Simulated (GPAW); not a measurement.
Write an ASE script for GPAW 26.7.0 that does the following.

```yaml
Task: single point
Functional: PBE
Potentials_or_basis: GPAW PAW data sets (gpaw-data 1.2.1)
Cutoff: 800 eV
Basis: pw
k_mesh: 7 × 7 × 7
Occupations: gaussian, width 0.05 eV
Spin: collinear spin, random start
Starting_moments: "[0.48, 0.0] μB"
Hubbard_terms: Cu d U = 6 eV
Maxiter: 150
```

The structure of CuO lies in CuO.xyz:

```xyz
2
Lattice="2.5525506100 0.0000000000 0.0000000000 0.0000000000 2.5525506100 0.0000000000 0.0000000000 0.0000000000 2.5525506100" Properties=species:S:1:pos:R:3 pbc="T T T"
Cu     0.0000000000      0.0000000000      0.0000000000
O      1.2762753050      1.2762753050      1.2762753050
```

Measurements of this composition are mostly on another form, of space group No. 15.

The input as run:

run.py

```python
from ase.dft.bandgap import bandgap
from ase.io import read, write
from ase.units import Bohr, GPa
from gpaw import GPAW, PW
from gpaw.elf import elf_from_dft_calculation

atoms = read('CuO.xyz')
atoms.set_initial_magnetic_moments([0.48, 0.0])

calc = GPAW(mode=PW(800),
            xc='PBE',
            kpts={'size': (7, 7, 7), 'gamma': True},
            occupations={'name': 'methfessel-paxton', 'order': 0, 'width': 0.05},
            setups={'Cu': ':d,6.0'},
            nbands=19,
            convergence={'density': 1e-05, 'energy': 1e-05},
            maxiter=150,
            txt='gpaw.txt')
atoms.calc = calc
energy = atoms.get_potential_energy()
forces = atoms.get_forces()
stress = atoms.get_stress()
calc.write('gs.gpw')
write('result.traj', atoms)
print(f'Energy: {energy:.6f} eV')
print('Forces (eV/A):')
print(forces.round(4))
print('Stress (GPa):', (stress / GPa).round(3))
print('Moments:', calc.get_magnetic_moments().round(3))
print('Fermi level:', round(calc.get_fermi_level(), 4), 'eV')
print(f'Gap: {bandgap(calc)[0]:.4f} eV, direct: {bandgap(calc, direct=True)[0]:.4f} eV')

# fields on the real-space grid
write('density.cube', atoms, data=calc.get_pseudo_density() * Bohr**3)
write('potential.cube', atoms, data=calc.get_electrostatic_potential())
write('spin.cube', atoms, data=(calc.get_pseudo_density(spin=0) - calc.get_pseudo_density(spin=1)) * Bohr**3)
write('elf.cube', atoms, data=elf_from_dft_calculation(calc).data)
```

Potentials or basis: GPAW PAW data sets (gpaw-data 1.2.1), pw.

Run with:

```bash
$ OMP_NUM_THREADS=1 python run.py
```

It gave:

* Pressure: 19.1 GPa
* Band gap on the k mesh: none (metal or under the smearing width)
* Net moment: 0.00 μB per cell

Caveat: with this Cu data set, volumes or pressures lay over 1.5 % or 2 GPa off other programs in two to four cells of ten.

Wall time 23 s on 1 thread of Intel(R) Xeon(R) Platinum 8375C CPU @ 2.90GHz (Ice Lake) (shared host), peak memory 0.15 GiB.
